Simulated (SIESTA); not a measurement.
The system is Co.

```
Co
1.0
     2.47200    0.00000    0.00000
    -1.23600    2.14081    0.00000
     0.00000    0.00000    4.02114
Co
2
Direct
  0.66667 0.33333 0.75000
  0.33333 0.66667 0.25000
```

| Quantity | Value |
| --- | --- |
| Program | SIESTA 5.4.2 |
| Task | single point |
| Functional | PBE |
| Potentials or basis | PseudoDojo 0.4 standard (PBE files) |
| Basis | DZP (energy shift 0.003 Ry; two zetas on semicore shells) |
| Grid cutoff | 800 Ry |
| Energy shift | 0.003 Ry |
| k mesh | 12 × 12 × 7 |
| Occupations | fermi-dirac, width 0.05 eV |
| Spin | collinear spin, ferromagnetic start |
| Starting moments | [2.0, 2.0] μB |

On this cell: pressure 5.5 GPa; largest force under 0.003 eV/Å; net moment 3.24 μB per cell; site moments Co +1.62 μB; band gap on the k mesh none (metal or under the smearing width).

The same run follows on a disturbed copy (atoms moved at random, drawn with an rms of 0.05 Å):

```
Co
1.0
     2.47200    0.00000    0.00000
    -1.23600    2.14081    0.00000
     0.00000    0.00000    4.02114
Co
2
Direct
  0.66485 0.31270 0.74273
  0.34334 0.65289 0.24011
```

What changes?

The energy (extrapolated to zero smearing) moves by +0.6 meV/atom; pressure 5.3 GPa; largest force 0.104 eV/Å; net moment 3.24 μB per cell; site moments Co +1.62 μB; band gap on the k mesh none (metal or under the smearing width).

Forces in eV/Å, atoms in the order of the input:
```
Co   0.051  0.038 -0.080
Co  -0.054 -0.037  0.080
```

Stress tensor (GPa, compression positive):
```
 5.61 -0.44  0.05
-0.44  6.30 -0.01
 0.05 -0.01  4.08
```

Caveats: short orbitals over semicore shells can move pressures by several GPa; the basis of atomic orbitals isn't converged, which shifts pressures, moduli and gaps.
